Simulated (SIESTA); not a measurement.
# Cu in SIESTA: the effect of functional

Cu:

```
Cu
1.0
     0.00000    1.80750    1.80750
     1.80750    0.00000    1.80750
     1.80750    1.80750    0.00000
Cu
1
Direct
  0.00000 0.00000 0.00000
```

Alike in all runs:

| Item | Value |
| --- | --- |
| Program | SIESTA 5.4.2 |
| Task | band structure |
| Basis | DZP (energy shift 0.003 Ry; two zetas on semicore shells) |
| Grid cutoff | 800 Ry |
| Energy shift | 0.003 Ry |
| k mesh | 13 × 13 × 13 |
| Occupations | fermi-dirac, width 0.05 eV |
| Spin | no spin polarisation |

| functional | potentials or basis | pressure (GPa) |
| --- | --- | --- |
| LDA | PseudoDojo 0.4 standard (LDA files) | -13.4 |
| PBEsol | PseudoDojo 0.4 standard (PBEsol files) | -7.4 |
| AM05 | PseudoDojo 0.4 standard (PBEsol files) | -7.8 |
| WC | PseudoDojo 0.4 standard (PBEsol files) | -6.8 |
| PW91 | PseudoDojo 0.4 standard (PBE files) | 0.5 |
| revPBE | PseudoDojo 0.4 standard (PBE files) | ? |
| RPBE | PseudoDojo 0.4 standard (PBE files) | 7.1 |
| BLYP | PseudoDojo 0.4 standard (PBE files) | 7.5 |

Q: What does the run with functional revPBE give?

A: Pressure 5.4 GPa.

Caveats: short orbitals over semicore shells can move pressures by several GPa; the basis of atomic orbitals isn't converged, which shifts pressures, moduli and gaps; the potentials were made for another functional, which shifts forces and pressure (some runs).

Runs at the PBE level aren't shown here.
